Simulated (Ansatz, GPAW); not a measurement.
**HfC: programs and potentials compared**

```
Hf C
1.0
     0.00000    2.32500    2.32500
     2.32500    0.00000    2.32500
     2.32500    2.32500    0.00000
Hf C
1 1
Cartesian
  2.3250 2.3250 2.3250
  0.0000 0.0000 0.0000
```

Alike in all runs: task single point; functional PBE; k mesh 10 × 10 × 10; occupations gaussian, width 0.023 eV; no spin polarisation; no spin-orbit coupling. Pressure is positive in compression and, in plane waves, holds the error of the finite cutoff, which Ansatz's Pulay term estimates and takes out.

```
                        program and potentials  plane-wave cutoff (eV)                                                                      notes  band gap (eV)  pressure (GPa)
                            Ansatz, Ansatz PAW                     420  15 valence electrons an atom on average; Pulay term of +0.24 GPa included         no gap            0.21
    GPAW, GPAW PAW data sets (gpaw-data 1.2.1)                     800                                     8 valence electrons an atom on average         no gap            1.27
Ansatz, all-electron LAPW, scalar-relativistic                       -                                                                          -         no gap            0.26
```

None finds a gap. The pressure spans 0.21 (Ansatz, Ansatz PAW) to 1.27 GPa (GPAW, GPAW PAW data sets (gpaw-data 1.2.1)), with all-electron results at 0.26.

The functional is the same throughout but for its coding, so the spread measures potentials, basis and numerics; runs on potential files found faulty are left out.
